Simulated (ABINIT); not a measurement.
**CuO (Tenorite): single point with PBEsol**

The system is CuO (Tenorite).

```
Cu O
1.0
     2.34185   -1.71130    0.00000
     2.34185    1.71130    0.00000
    -0.85003    0.00000    5.05787
Cu O
2 2
Direct
  0.50000 0.00000 0.50000
  0.00000 0.50000 0.00000
  0.41840 0.58160 0.75000
  0.58160 0.41840 0.25000
```

* Program: ABINIT 10.8.3 (patched build)
* Task: single point
* Functional: PBEsol
* Potentials or basis: PseudoDojo NC SR PBEsol v0.4.1 standard
* Cutoff: 1143 eV
* k mesh: 8 × 8 × 4
* Occupations: fermi-dirac, width 0.05 eV
* Spin: no spin polarisation

```
Pressure                                              : -4.0 GPa
Largest force                                         : 0.388 eV/Å
Band gap on the k mesh                                : none (metal or under the smearing width)
Valence electrons inside the program's atomic spheres : Cu 17.30; O 6.18
```

Forces on the atoms (eV/Å):
```
Cu   0.000  0.000  0.000
Cu   0.000  0.000  0.000
O    0.000 -0.388  0.000
O    0.000  0.388  0.000
```

Stress tensor (GPa, compression positive):
```
-4.71  0.00 -0.36
 0.00 -1.39  0.00
-0.36  0.00 -6.02
```

Levels at points of the mesh, in eV from the Fermi level:
| k point | band 22 | band 23 | band 24 | band 25 | band 26 | band 27 | band 28 | band 29 |
| --- | --- | --- | --- | --- | --- | --- | --- | --- |
| (0.00, 0.00, 0.00) | -2.14 | -2.08 | -1.58 | 0.21 | 0.93 | 1.62 | 5.84 | 8.03 |
| (0.50, 0.00, 0.00) | -1.53 | -1.48 | -1.33 | -0.02 | 0.23 | 4.69 | 6.14 | 6.83 |
| (0.50, 0.50, 0.00) | -2.04 | -1.66 | -1.13 | -0.61 | 1.05 | 3.16 | 6.93 | 8.35 |
| (0.00, 0.00, 0.50) | -2.17 | -1.47 | -1.47 | 0.22 | 0.22 | 3.82 | 3.82 | 11.51 |
| (0.50, 0.00, 0.50) | -2.06 | -1.66 | -1.52 | -0.08 | 0.74 | 4.95 | 6.41 | 7.86 |
| (0.50, 0.50, 0.50) | -1.60 | -1.23 | -1.23 | -0.44 | -0.44 | 5.05 | 5.05 | 8.86 |

Run time: 92 s on 4 MPI ranks on Arm Neoverse V1, with other jobs on the host, peak memory 0.4 GiB a rank.

Caveat: the run has no spin polarisation, though such a crystal can be magnetic; semilocal functionals often make such compounds metallic where correlation or magnetic order opens a gap, which also shifts bond lengths. With open d or f shells a metallic result of PBEsol can be an artefact of self-interaction; +U or a hybrid may open a gap.
